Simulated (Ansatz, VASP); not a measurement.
BaH in VASP and in Ansatz

The input INCAR:

```
SYSTEM = BaH
  PREC = Accurate
  ENCUT = 520
  EDIFF = 1E-6
  ISMEAR = 0
  SIGMA = 0.1
  LREAL = .False.
  LASPH = .True.
  NELM = 100
  ALGO = Normal
  ISIF = 2
  LWAVE = .False.
  LCHARG = .False.
  GGA = PE
  NBANDS = 12
```

The input KPOINTS:

```
Automatic mesh
0
Gamma
  6 6 6
  0 0 0
```

POSCAR

```
BaH
1.0
   -2.1055553500      2.1055553500      2.8091655400
    2.1055553500     -2.1055553500      2.8091655400
    2.1055553500      2.1055553500     -2.8091655400
Ba H
1 1
Direct
    0.0000000000      0.0000000000      0.0000000000
    0.2500000000      0.7500000000      0.5000000000
```

Input for Ansatz:

```yaml
crystal:
  lattice:
    - [-2.10555535, 2.10555535, 2.80916554]
    - [2.10555535, -2.10555535, 2.80916554]
    - [2.10555535, 2.10555535, -2.80916554]
  atoms:
    - { symbol: Ba, position: [0.0, 0.0, 0.0] }
    - { symbol: H, position: [0.25, 0.75, 0.5] }
basis:
  ecutwfc: 420
kpoints:
  mp_grid: { grid: [6, 6, 6] }
hamiltonian:
  xc: pbe
scf:
  occupations: { method: gaussian, width: 0.1 }
  lower_state_search: "off"
output:
  forces: true
  stress: true
  eigenvalues: true
```

Change from the starting cell: species swapped into the AgI type (I-4m2, No. 119).

Alike in both runs: task single point; functional PBE; k mesh 6 × 6 × 6; occupations gaussian, width 0.1 eV; no spin polarisation.

|  | VASP | Ansatz |
| --- | --- | --- |
| version | VASP 6.6.1 | Ansatz 0.2.0 |
| potentials or method | VASP PAW PBE potentials, release 64 (Ba_sv, H) | scalar-relativistic, plane waves, PAW |
| plane-wave cutoff (eV) | 520 | 420 |
| valence electrons in the cell | 11 | 11 |

```tsv
	VASP	Ansatz	Ansatz less VASP
gap on the k mesh at the Fermi level (eV)	none	none	-
pressure (GPa)	4.0	3.5	-0.49
largest component of the traceless stress (GPa)	0.24	0.29	+0.052
```

A gap of «none» marks a metal or a gap that the smearing closes.

The runs have no spin-orbit coupling, so splittings on Ba are missing.
